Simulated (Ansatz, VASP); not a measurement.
**Al2O3: VASP beside Ansatz**

INCAR

```
ALGO = Normal ; EDIFF = 1E-7
ENCUT = 520 ; GGA = PE
ISIF = 2 ; ISMEAR = -1
LASPH = T ; LCHARG = F
LREAL = F ; LWAVE = F
NBANDS = 35 ; NELM = 80
PREC = Accurate ; SIGMA = 0.02
```

KPOINTS

```
k-points
0
Gamma
  6 6 6
```

The input POSCAR:

```
Al2O3
1.0
    2.3793614130      1.3737249523      4.3315939886
   -2.3793614130      1.3737249523      4.3315939886
    0.0000000000     -2.7474499046      4.3315939886
Al O
4 6
Direct
    0.8519115234      0.8519115234      0.8519115234
    0.3519115234      0.3519115234      0.3519115234
    0.1480884766      0.1480884766      0.1480884766
    0.6480884766      0.6480884766      0.6480884766
    0.4436339008      0.0563660992      0.7500000000
    0.0563660992      0.7500000000      0.4436339008
    0.5563660992      0.9436339008      0.2500000000
    0.2500000000      0.5563660992      0.9436339008
    0.9436339008      0.2500000000      0.5563660992
    0.7500000000      0.4436339008      0.0563660992
```

Input for Ansatz:

```yaml
crystal:
  lattice:
    - [2.379361413, 1.3737249523, 4.3315939886]
    - [-2.379361413, 1.3737249523, 4.3315939886]
    - [0.0, -2.7474499046, 4.3315939886]
  atoms:
    - { symbol: Al, position: [0.8519115234, 0.8519115234, 0.8519115234] }
    - { symbol: Al, position: [0.3519115234, 0.3519115234, 0.3519115234] }
    - { symbol: Al, position: [0.1480884766, 0.1480884766, 0.1480884766] }
    - { symbol: Al, position: [0.6480884766, 0.6480884766, 0.6480884766] }
    - { symbol: O, position: [0.4436339008, 0.0563660992, 0.75] }
    - { symbol: O, position: [0.0563660992, 0.75, 0.4436339008] }
    - { symbol: O, position: [0.5563660992, 0.9436339008, 0.25] }
    - { symbol: O, position: [0.25, 0.5563660992, 0.9436339008] }
    - { symbol: O, position: [0.9436339008, 0.25, 0.5563660992] }
    - { symbol: O, position: [0.75, 0.4436339008, 0.0563660992] }
kpoints:
  mp_grid: { grid: [6, 6, 6] }
  band_path:
    path:
      - [0.0, 0.0, 0.0]
      - [0.5, 0.5, 0.5]
      - [0.7662811645, 0.2337188355, 0.5]
      - [0.5, -0.2337188355, 0.2337188355]
      - [0.5, 0.0, 0.0]
      - [0.3668594178, -0.3668594178, 0.0]
      - [0.6331405822, 0.0, 0.3668594178]
      - [0.5, 0.0, 0.5]
    npoints: 1
hamiltonian:
  xc: pbe
scf:
  occupations: { method: fermi_dirac, width: 0.02 }
  n_extra_bands: 6
output:
  forces: true
  stress: true
  eigenvalues: true
```

The cell was built by a generator and needn't be a form met in nature.

Alike in both runs: task single point; functional PBE; k mesh 6 × 6 × 6; occupations fermi-dirac, width 0.02 eV; no spin polarisation.

|  | VASP | Ansatz |
| --- | --- | --- |
| version | VASP 6.6.1 | Ansatz 0.2.0 |
| potentials or method | VASP PAW PBE potentials, release 64 (Al, O) | plane waves, PAW |
| plane-wave cutoff (eV) | 520 | 420 |
| valence electrons in the cell | 48 | 48 |

VASP gave:

| Property | Result |
| --- | --- |
| gap on the k mesh at the Fermi level (eV) | 6.24 |
| pressure (GPa) | 7.4 |
| largest component of the traceless stress (GPa) | 0.37 |
| rms of the force components (eV/Å) | 0.015 |

Q: What did Ansatz give for the same quantities?

A: gap on the k mesh at the Fermi level (eV): 6.24; pressure (GPa): 7.6; largest component of the traceless stress (GPa): 0.34; rms of the force components (eV/Å): 0.015.

Atom by atom the forces differ by 0.001 eV/Å (rms over components).

A k mesh can miss the band edges.
